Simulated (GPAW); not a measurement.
Crystal: BaTiO3 (Barioperovskite).

```
Ba Ti O
1.0
     3.98550    0.00000    0.00000
     0.00000    2.83690    2.84515
     0.00000   -2.83690    2.84515
Ba Ti O
1 1 3
Direct
  0.00000 0.00000 0.00000
  0.50000 0.51240 0.51240
  0.50000 0.99184 0.50524
  0.50000 0.50524 0.99184
  0.00000 0.48740 0.48740
```

Program: GPAW 26.7.0. Alike in all runs: no spin polarisation; cell as given; k mesh 6 × 6 × 6. Hardware: 1 thread of AMD EPYC 9R45 96-Core Processor (Zen 5) (shared host).

**Question.** Order these runs on this cell by their wall time, lowest first.
A. task dielectric tensor; level LDA; potentials or basis the program's PAW data sets (release 1.2.1) made for this functional, pw; cutoff (eV) 600; smearing fermi-dirac 0.001 eV; maxiter 150; response ecut 80 eV; response k mesh 9 × 9 × 9; response bands 60
B. task single point; level TB-mBJ; potentials or basis GPAW PAW data sets for LDA (gpaw-data 1.2.1), pw; cutoff (eV) 800; smearing fermi-dirac 0.05 eV; maxiter 150
C. task single point; level LDA; potentials or basis the program's PAW data sets (release 1.2.1) made for this functional, pw; cutoff (eV) 600; smearing fermi-dirac 0.05 eV; maxiter 120; convergence default

**Answer.** C (37 s), B (170 s), A (420 s).

Caveats: a model potential gives levels but no total energy (some runs); the long-wavelength limit can be off by several per cent where d states take part (some runs).
